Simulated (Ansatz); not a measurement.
## Si: energy along a strain

Si, Fm-3m, a = 3.801 Å (as given, not relaxed at this level: -0.6 GPa). This isn't the element's structure at ambient conditions. Ansatz: PBE+D3(BJ), PAW, 420 eV, Γ-centred 28×28×28 mesh on 1 atom, Gaussian smearing 0.15 eV; no spin polarisation. Cell vectors (Å): 0.000 1.901 1.901; 1.901 0.000 1.901; 1.901 1.901 0.000. The cell is strained by x per cent times the pattern (0 0 0 0 0 1) in the order xx yy zz yz xz xy (engineering shears), with fractional coordinates held. y is the free energy over the start, V0 = 13.729 Å³/atom. Symmetry makes y even in x.

| x (%) | y (meV/atom) |
| --- | --- |
| -2.00 | 0.52 |
| -1.00 | 0.13 |
| 0.00 | 0.00 |
| 0.25 | 0.01 |
| 0.50 | 0.03 |
| 0.75 | 0.08 |
| 1.25 | ? |
| 1.50 | 0.30 |
| 1.75 | 0.40 |

Fit y = c2 x² + c4 x⁴ to the other rows, get the stiffness along the pattern, and predict the missing energy.

Least squares on the rows shown. y = 0.1350 x² − 0.001276 x⁴. The clamped-ion stiffness p·C·p = 2 × 1.350 eV × 160.2 / 13.729 Å³ = 32 GPa, which is C66 in these axes (C44 of the cubic crystal) (second derivative at the start, which stands under stress). At x = 1.25 the fit asked for gives 0.21 meV/atom. The run gave 0.21 meV/atom, the same to the digits shown.